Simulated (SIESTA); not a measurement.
# Pb under changes of volume

One of the cells (30.323 Å³/atom); the others are scaled copies at fixed shape and fractional positions:

```xyz
1
Lattice="0.0000 2.4750 2.4750 2.4750 0.0000 2.4750 2.4750 2.4750 0.0000" Properties=species:S:1:pos:R:3 pbc="T T T"
Pb    0.0000    0.0000    0.0000
```

```yaml
Program: SIESTA 5.4.2
Functional: vdW-DF2
Potentials_or_basis: PseudoDojo 0.4 standard (PBE files)
Basis: DZP (energy shift 0.002 Ry)
Grid_cutoff: 500 Ry
Energy_shift: 0.002 Ry
k_mesh: 9 × 9 × 9
Occupations: fermi-dirac, width 0.05 eV
Spin: no spin polarisation
```

```tsv
volume (Å³/atom)	energy over the lowest point (meV/atom)	pressure (GPa)
28.503	197.75	13.2
29.110	151.52	11.3
29.716	111.51	9.9
30.323	76.53	8.6
30.929	?	?
31.535	21.39	6.1
32.142	0.00	5.1
```

Question: What does the run at 30.929 Å³/atom give?

Answer: Energy over the lowest point 46.67 meV/atom; pressure 7.2 GPa.

Worked out: A Birch-Murnaghan fit of order 3 (a polynomial in V^(-2/3)) to the other rows has no minimum within the range. It gives 46.75 meV/atom at 30.929 Å³/atom, against the run's 46.67, and -dE/dV = 7.3 GPa, against 7.2.

Energies are extrapolated to zero smearing.

Caveats: semicore shells carry a single zeta, which can move pressures by several GPa and volumes by a few percent; the potentials were made for another functional, which shifts forces and pressure; the basis of atomic orbitals isn't converged, which shifts pressures, moduli and gaps.
